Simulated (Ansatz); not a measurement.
# Os (Os, beta-Sn type): the cost of one run

Method: DFT PBE, plane waves (420 eV) with PAW, scalar-relativistic, in Ansatz 0.2.0.

## (1) The system as given

The structure is tetragonal, space group I4_1/amd (No. 141). The conventional cell has a = 4.757 Å, b = 4.757 Å, c = 2.597 Å, α = 90.00°, β = 90.00°, γ = 90.00°. Os (site symmetry -4m2) has 6 Os at 2.47 to 2.60 Å as nearest neighbours.

Coordinates:

```cif
data_structure
_symmetry_space_group_name_H-M 'I4_1/amd:1'
_symmetry_Int_Tables_number 141
_cell_length_a 4.7567
_cell_length_b 4.7567
_cell_length_c 2.5972
_cell_angle_alpha 90.000
_cell_angle_beta 90.000
_cell_angle_gamma 90.000
_cell_volume 58.76
loop_
_atom_site_label
_atom_site_type_symbol
_atom_site_symmetry_multiplicity
_atom_site_Wyckoff_symbol
_atom_site_fract_x
_atom_site_fract_y
_atom_site_fract_z
_atom_site_occupancy
Os1 Os 4 a 0.00000 0.00000 0.00000 1
```

## (2) Geometry optimisation

input.yaml

```yaml
crystal:
  lattice:
    - [-2.3783518416, 2.3783518416, 1.2985801055]
    - [2.3783518416, -2.3783518416, 1.2985801055]
    - [2.3783518416, 2.3783518416, -1.2985801055]
  atoms:
    - { symbol: Os, position: [0.0, 0.0, 0.0] }
    - { symbol: Os, position: [0.75, 0.25, 0.5] }
hamiltonian:
  xc: pbe
  pseudopotentials:
    kind: paw
    azcp:
      Os: "pseudopotentials/Os.paw.azcp"
basis:
  ecutwfc: 420
  fft_grid_basis: typed
kpoints:
  mp_grid: { grid: [14, 14, 9], shift: [0, 0, 0] }
magnetization:
  spin_polarized: false
scf:
  occupations: { method: fermi_dirac, width: 0.1 }
relax:
  max_steps: 60
  f_tol: 0.01
  cell: {}
```

What time and memory should one allow on 1 thread of an x86-64 CPU, shared host?

About 8.1 min, with a peak of 0.76 GiB.
